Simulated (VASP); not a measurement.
A run of VASP 6.6.1:

Contents of INCAR:

```
SYSTEM = PbSe
PREC = Accurate ; ENCUT = 520
EDIFF = 1E-7 ; ISMEAR = -1
SIGMA = 0.05 ; LREAL = .False.
LASPH = .True. ; NELM = 80
ALGO = Normal ; ISIF = 2
LWAVE = .False. ; LCHARG = .True.
GGA = PE ; LELF = .True.
LVHAR = .True. ; NBANDS = 17
```

KPOINTS

```
regular mesh
0
Gamma
  7 7 7
  0 0 0
```

The input POSCAR:

```
PbSe
1.0
    3.7843220000      0.0000000000      0.0000000000
    0.0000000000      3.7843220000      0.0000000000
    0.0000000000      0.0000000000      3.7843220000
Pb Se
1 1
Direct
    0.0000000000      0.0000000000      0.0000000000
    0.5000000000      0.5000000000      0.5000000000
```

Potentials or basis: VASP PAW PBE potentials, release 64 (Pb_d, Se).

Launch:

```sh
$ cat potpaw_PBE.64/Pb_d/POTCAR potpaw_PBE.64/Se/POTCAR > POTCAR
$ mpirun -np 1 vasp_std > vasp.out
```

Hardware: 1 thread of Intel(R) Xeon(R) Platinum 8488C (Sapphire Rapids), with other jobs on the host.

Question: How long does it take, and how much memory?

Answer: Run time: 11 s on 1 thread of Intel(R) Xeon(R) Platinum 8488C (Sapphire Rapids) (shared host), peak memory 0.16 GiB. Counts: scf iterations 14, k points 20.
